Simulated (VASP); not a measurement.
Set up this calculation in VASP 6.6.1, as the native input.

```
Task                               : single point
Functional                         : HSE06
Potentials or basis                : VASP PAW PBE potentials, release 64 (Si, C)
Cutoff                             : 450 eV
k mesh                             : 2 × 2 × 2
Occupations                        : gaussian, width 0.03 eV
Spin                               : collinear spin, ferromagnetic start
Starting moments                   : [0.25, 0.25, 0.25, 0.0, 0.25, 0.0, 0.0, 0.0, 0.0, 0.0, 0.0, 0.0, 0.0, 0.0, 0.0, 0.0, 0.0, 0.0, 0.0, 0.0, 0.0, 0.0, 0.0] μB
Fixed moment                       : 1 μB
Dq                                 : 1
Grid for exact exchange (PRECFOCK) : Fast
Screening parameter                : 0.2 1/A
Further INCAR settings             : LREAL = Auto; ALGO = Damped; EDIFF = 0.0001; ISYM = -1; NELECT = 91.0
```

Si12C11 (a cell with a defect):

```
Si C
1.0
     0.00000    6.53700    6.53700
     4.35800    0.00000    4.35800
     4.35800    4.35800    0.00000
Si C
12 11
Direct
  0.99611 0.99688 0.99437
  0.99747 0.99552 0.51445
  0.99802 0.51557 0.99327
  0.99779 0.50286 0.50024
  0.33584 0.00147 0.99742
  0.33431 0.99975 0.49939
  0.33433 0.50238 0.99691
  0.33420 0.50224 0.49867
  0.66658 0.00068 0.99860
  0.66566 0.00015 0.50152
  0.66562 0.50422 0.99742
  0.66578 0.50271 0.50020
  0.08472 0.12922 0.62173
  0.08477 0.62420 0.12661
  0.08516 0.62391 0.62135
  0.41365 0.12815 0.12529
  0.41354 0.12858 0.62525
  0.41339 0.62925 0.12500
  0.41644 0.62680 0.62387
  0.74723 0.12879 0.12621
  0.74982 0.12773 0.62199
  0.75016 0.62397 0.12519
  0.74928 0.62710 0.62442
```

The input as run:

POSCAR

```
Si12C11                                 
1.0
    0.0000000000      6.5370000000      6.5370000000
    4.3580000000      0.0000000000      4.3580000000
    4.3580000000      4.3580000000      0.0000000000
  Si              C             
    12    11
Direct
     0.9961082847863916    0.9968848571961597    0.9943669997777312
     0.9974659190233658    0.9955215487887729    0.5144482063876087
     0.9980182852837666    0.5155664667831300    0.9932661882040938
     0.9977907147871841    0.5028617988801265    0.5002390077049795
     0.3358413894099381    0.0014715168028655    0.9974234606753594
     0.3343055618378816    0.9997530260073042    0.4993910061056629
     0.3343294208388694    0.5023757347720558    0.9969058556898749
     0.3342037945520960    0.5022396562290855    0.4986664118994836
     0.6665802390495760    0.0006810153929240    0.9985988380270718
     0.6656614033494731    0.0001488064923502    0.5015230650747605
     0.6656203359106291    0.5042223410168549    0.9974178723648660
     0.6657843298568494    0.5027113287898192    0.5001971758476673
     0.0847204253591903    0.1292243104883420    0.6217282557437041
     0.0847684076516701    0.6241960776617136    0.1266079396017441
     0.0851644209843386    0.6239058529585806    0.6213454763743066
     0.4136524996350406    0.1281537528612292    0.1252852237886746
     0.4135395326648388    0.1285834762934965    0.6252454032430569
     0.4133920856307639    0.6292539086483961    0.1249970384372005
     0.4164428790802157    0.6268014293950430    0.6238725069911150
     0.7472334730908752    0.1287863414797902    0.1262069860695467
     0.7498230794516175    0.1277304567329737    0.6219885077997372
     0.7501566056397302    0.6239655633543986    0.1251855602203326
     0.7492759121257115    0.6271047329746054    0.6244230139714287
```

INCAR.step1

```
ALGO = Normal
EDIFF = 1E-5
ENCUT = 450
GGA = PE
ISIF = 2
ISMEAR = 0
ISPIN = 2
ISYM = -1
KPAR = 2
LASPH = T
LCHARG = F
LORBIT = 11
LREAL = Auto
LWAVE = T
MAGMOM = 0.25 0.25 0.25 0 0.25 0 0 0 0 0 0 0 0 0 0 0 0 0 0 0 0 0 0
NELECT = 91.0
NELM = 70
NKRED = 2
NUPDOWN = 1
PREC = Accurate
SIGMA = 0.03
TIME = 0.4
```

INCAR.step2

```
ALGO = Damped
EDIFF = 1E-4
ENCUT = 450
GGA = PE
HFSCREEN = 0.2
ISIF = 2
ISMEAR = 0
ISPIN = 2
ISTART = 1
ISYM = -1
KPAR = 2
LASPH = T
LCHARG = F
LHFCALC = T
LORBIT = 11
LREAL = Auto
LWAVE = F
MAGMOM = 0.25 0.25 0.25 0 0.25 0 0 0 0 0 0 0 0 0 0 0 0 0 0 0 0 0 0
NELECT = 91.0
NELM = 70
NKRED = 2
NUPDOWN = 1
PREC = Accurate
PRECFOCK = Fast
SIGMA = 0.03
TIME = 0.4
```

KPOINTS

```
k-points
0
Gamma
  2 2 2
```

Potentials or basis: VASP PAW PBE potentials, release 64 (Si, C).

Run with:

```bash
$ cat potpaw_PBE.64/Si/POTCAR potpaw_PBE.64/C/POTCAR > POTCAR
$ cp INCAR.step1 INCAR
$ mpirun -np 4 vasp_std > vasp.out
$ cp INCAR.step2 INCAR
$ mpirun -np 4 vasp_std > vasp.out
```

It gave:

```json
{
  "Largest force": "0.338 eV/Å",
  "Net moment": "1.00 μB per cell",
  "Site moments": "Si +0.09, +0.00, +0.03, +0.01; C +0.00, -0.00, +0.02, +0.01 μB",
  "Valence electrons inside the program's atomic spheres": "Si 1.64, 1.65, 1.69, 1.63, 1.66, 1.68; C 2.53, 2.54, 2.55, 2.52"
}
```

Caveat: the k mesh is coarse (spacing up to 0.62 Å⁻¹), so the values aren't converged, least of all with exact exchange; the PAW data sets were made with another functional, which shifts forces and pressure a little; the total moment is fixed, so each spin has its own Fermi level.

It took 3.7 min on 4 MPI ranks on AMD EPYC 9R45 (Zen 5), with other jobs on the host, peak memory 0.55 GiB a rank.
